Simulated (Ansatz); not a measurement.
Input and output of a one-shot G0W0 calculation on a 3-atom cell of SnS2 started from a crystallographic database (the plane-wave code Ansatz, G0W0@PBE with 379 empty bands, a screening cutoff of 180 eV and a 6×6×4 mesh). Cell and atoms come from a relaxation with r2SCAN+rVV10.

input.yaml:
```yaml
crystal:
  lattice:
    - [3.660757467, 0.0, 0.0]
    - [-1.8303787335, 3.1703089635, 0.0]
    - [0.0, 0.0, 5.9618049232]
  atoms:
    - { symbol: Sn, position: [0.0, 0.0, 0.0] }
    - { symbol: S, position: [0.3333333333, 0.6666666667, 0.2455903389] }
    - { symbol: S, position: [0.6666666667, 0.3333333333, 0.7544096611] }
kpoints:
  mp_grid: { grid: [6, 6, 4] }
hamiltonian:
  xc: pbe
scf:
  occupations: { method: fixed }
gw:
  n_empty_bands: 379
  ecut_chi: 180
  qp_bands: [v2, c2]
  qp_kpoints: band_edges
  screening: { model: contour_deformation }
```

Problem. What wall time did it need on 1 × NVIDIA H100 80GB HBM3 with 2 threads of AMD EPYC 7R13 Processor (Zen 3), on a shared host, load about 2.0 per core, and how much host memory at the peak?

Solution. About 69 s, with a peak of 2.1 GiB.

The output, standing remarks left out:
```
Pseudopotential: Sn, paw, valence charge 14, recommended cutoff 420 eV (normal)
Pseudopotential: S, paw, valence charge 6, recommended cutoff 420 eV (normal)
Functional definition: PBE
Crystal: 3 atoms, lattice volume = 69.191 Å³
Basis set: ecut = 420 eV, 1327 PW (Γ)
Bands: 17, of which v1, the nominal top of the filled ones, is band 13 counted from 1 (12 counted from 0)
Symmetry: 12 space group operations
Space group: P-3m1 (ITA 164)
k-points: 24 of 144
SCF iter   1: HF=-7829.425294 eV  Δρ=1.09e-3  dr2=4.45e-4
preconditioner: auto → Resta (q_TF=auto, 2.318 Å⁻¹)  ε∞=3.0  [insulator: Δε(μ)=1.499 eV  ℏωp=22.8 eV]
SCF iter   2: HF=-7829.424774 eV  Δρ=5.97e-4  dr2=2.14e-4
SCF iter   3: HF=-7829.424956 eV  Δρ=3.75e-4  dr2=7.48e-5
SCF iter   4: HF=-7829.424920 eV  Δρ=1.53e-4  dr2=1.27e-5
SCF iter   5: HF=-7829.424915 eV  Δρ=1.14e-5  dr2=2.27e-7
SCF iter   6: HF=-7829.424915 eV  Δρ=1.18e-5  dr2=8.20e-8
SCF 1 converged in 6 iterations: F = -7829.424915 eV  dr2 = 8.20e-8
SCF converged after 6 iterations
Free energy (F): -7829.424915 eV
Fermi energy:    6.234859 eV
--- G₀W₀: contour deformation, 7 samples at zero and on the imaginary axis and 2 off it, 144 q-points, 379 empty bands' worth ---
    ik  band        ε_KS         Σx   Σc(E_QP)       V_xc       Z   E_QP_lin       E_QP  E_QP is
     0    12      5.9040   -18.2999     1.7829   -15.8886  0.7335     5.2666     5.2756  root
     0    13      6.2349   -18.4335     2.0300   -15.6928  0.7341     5.5136     5.5242  root
     0    14      8.1789   -11.6507    -3.6664   -15.4374  0.7810     8.2994     8.2993  root
     0    15      9.8937    -7.8489    -4.2156   -12.2045  0.7906    10.0339    10.0336  root
     1    12      5.9657   -18.3344     1.7478   -15.9576  0.7350     5.3280     5.3368  root
     1    13      5.9657   -18.3344     1.7478   -15.9576  0.7350     5.3280     5.3368  root
     1    14      8.8220   -12.1658    -3.7391   -16.0589  0.7704     8.9762     8.9759  root
     1    15      9.9294    -7.9727    -4.2339   -12.3488  0.7899    10.0719    10.0716  root
     2    12      6.0178   -18.3727     1.7214   -16.0232  0.7359     5.3812     5.3896  root
     2    13      6.0178   -18.3727     1.7214   -16.0232  0.7359     5.3812     5.3896  root
     2    14      9.2604   -12.1343    -3.9953   -16.3407  0.7635     9.4722     9.4715  root
     2    15      9.9593    -8.1057    -4.2472   -12.4927  0.7896    10.0994    10.0991  root
     3    12      6.1260   -18.3432     1.7242   -15.9818  0.7368     5.4807     5.4888  root
     3    13      6.1959   -18.3885     2.0274   -15.6520  0.7337     5.4761     5.4869  root
     3    14      9.1087   -12.0411    -3.9273   -16.1892  0.7572     9.3303     9.3295  root
     3    15     10.7115    -8.1047    -4.4097   -12.6747  0.7812    10.8722    10.8719  root
     4    12      5.5985   -18.1096     2.2012   -15.1871  0.7271     4.8625     4.8772  root
     4    13      6.0004   -18.2463     1.7917   -15.8133  0.7347     5.3503     5.3591  root
     4    14      8.9594   -11.6060    -3.8653   -15.6844  0.7615     9.1732     9.1725  root
     4    15     10.9628    -8.3857    -4.5037   -13.0827  0.7738    11.1565    11.1560  root
     5    12      5.1493   -17.7868     2.1032   -15.0103  0.7237     4.4601     4.4760  root
     5    13      5.9977   -18.2098     1.7750   -15.7951  0.7348     5.3491     5.3579  root
     5    14      9.0833   -11.4558    -3.9495   -15.6309  0.7604     9.3097     9.3090  root
     5    15     11.0426    -8.7484    -4.5410   -13.4827  0.7711    11.2363    11.2358  root
     6    12      5.8246   -18.0495     2.0821   -15.2596  0.7308     5.1042     5.1168  root
     6    13      6.1252   -18.3158     1.7101   -15.9696  0.7370     5.4810     5.4891  root
     6    14      9.2554   -11.8471    -4.0257   -16.1104  0.7556     9.4940     9.4929  root
     6    15     10.8234    -8.6025    -4.4370   -13.2004  0.7779    10.9846    10.9843  root
     7    12      5.8308   -17.9785     2.0970   -15.1686  0.7298     5.1050     5.1179  root
     7    13      6.0408   -18.3283     1.7716   -15.9068  0.7356     5.3820     5.3909  root
     7    14      8.3622   -10.7888    -3.7398   -14.7048  0.7681     8.5388     8.5384  root
     7    15     10.9645    -8.1297    -4.4507   -12.7526  0.7802    11.1369    11.1366  root
     8    12      5.4913   -17.9561     2.2645   -14.9670  0.7239     4.7499     4.7667  root
     8    13      5.8835   -18.2028     1.8545   -15.6926  0.7329     5.2180     5.2278  root
     8    14      8.0263   -10.7021    -3.6093   -14.4725  0.7712     8.1877     8.1874  root
     8    15     11.1685    -7.8828    -4.4812   -12.5462  0.7783    11.3509    11.3507  root
  […]
```

The points are ik 0 = (0, 0, 0) (Γ), ik 1 = (0, 0, 1/4), ik 2 = (0, 0, -1/2), ik 3 = (0, 1/6, 0), ik 4 = (0, 1/6, 1/4), ik 5 = (0, 1/6, -1/2), ik 6 = (0, 1/6, -1/4), ik 7 = (0, 1/3, 0), ik 8 = (0, 1/3, 1/4), ik 9 = (0, 1/3, -1/2), ik 10 = (0, 1/3, -1/4), ik 11 = (0, -1/2, 0); band 13 is the last filled one.

Over the mesh points the PBE gap of 1.50 eV becomes a quasiparticle gap of 2.34 eV (Γ to k = (0, -1/2, 1/4)), a change of +0.84 eV. Renormalisation factors Z lie between 0.71 and 0.79. No extrapolation in bands, cutoff or mesh was made for G0W0.

The values are computed, spin-unpolarised, and not measurements.

Spin-orbit coupling is left out, which matters wherever the heavy atoms make up the band edges.
